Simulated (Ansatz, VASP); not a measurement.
## Pb in VASP and in Ansatz

```xyz
3
Lattice="4.7670 0.0000 0.0000 0.0000 4.7670 0.0000 0.0000 0.0000 4.7670" Properties=species:S:1:pos:R:3 pbc="T T T"
Pb    2.3835    0.0000    0.0000
Pb    0.0000    2.3835    0.0000
Pb    0.0000    0.0000    2.3835
```

Alike in both runs: task relaxation of cell and atoms; functional PBE; k mesh 10 × 10 × 10; occupations gaussian, width 0.1 eV; no spin polarisation.

|  | VASP | Ansatz |
| --- | --- | --- |
| version | VASP 6.6.1 | Ansatz 0.2.0 |
| potentials or method | VASP PAW PBE potentials, release 64 (Pb_d) | scalar-relativistic, plane waves, PAW |
| plane-wave cutoff (eV) | 600 | 420 |
| valence electrons in the cell | 42 | 42 |

VASP gave:

| Property | Result |
| --- | --- |
| gap on the k mesh at the Fermi level, each at its own relaxed structure (eV) | none |
| relaxed volume (Å³/atom) | 36.40 |
| relaxed cell length with the largest relative difference (Å) | 4.780 |

**Question.** Which values does Ansatz return?

**Answer.** gap on the k mesh at the Fermi level, each at its own relaxed structure (eV): none; relaxed volume (Å³/atom): 36.44; relaxed cell length with the largest relative difference (Å): 4.781.

A gap of «none» marks a metal or a gap that the smearing closes.

Spin-orbit coupling is left out, which matters for the levels of Pb.
